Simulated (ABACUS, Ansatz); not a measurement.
## InP: energy against volume and a worked fit

```
In P
1.0
     0.00000    2.93050    2.93050
     2.93050    0.00000    2.93050
     2.93050    2.93050    0.00000
In P
1 1
Cartesian
  0.0000 0.0000 0.0000
  4.3957 4.3957 4.3957
```

The cell was scaled at fixed shape and fractions and run with Ansatz, PseudoDojo stringent, cutoff 1116 eV; PBEsol, k mesh 8 × 8 × 8 on the cell of 2 atoms, fermi-dirac occupations of 0.05 eV, no spin polarisation, no spin-orbit coupling. The potentials were made for PBE. Energies are those that the program minimises, any entropy of the smearing included.

```csv
V (Å³/atom),energy over the lowest row (meV/atom)
23.6566,27.93
24.1600,13.35
24.6633,?
25.1666,0.00
25.6700,0.15
26.1733,4.21
26.6766,11.76
```

**Question.** Fit the third-order Birch-Murnaghan form, give V0, B0 and B′, and predict the energy left open.

**Answer.** With y = (V0/V)^(2/3), E = E0 + (9 V0 B0/16) [(y - 1)³ B′ + (y - 1)² (6 - 4y)]. Least squares through the rows shown give V0 = 25.3984 Å³/atom, E0 = -0.44 meV, B0 = 66.64 GPa (1 eV/Å³ = 160.218 GPa) and B′ = 4.61, with a largest miss of 0.01 meV. At V = 24.6633 the form with these constants gives 4.23 meV; the run gave 4.23 meV an atom. Other set-ups at this level, from all their volumes (Å³/atom, GPa): ABACUS, PseudoDojo NC SR 0.4.1 PBEsol standard, plane waves: V0 25.429, B0 66.52; Ansatz, Ansatz PAW (made for PBE): V0 25.389, B0 66.82; Ansatz, PseudoDojo PBEsol: V0 25.431, B0 66.53; Ansatz, Ansatz PAW (files of its older set among them) (made for PBE): V0 25.392, B0 66.76. Measured volume: 25.26 Å³/atom (pmc:5775340, doi:10.1038/s41598-018-19679-2), so the fit lies +0.5 % from it. The runs are for a static lattice.
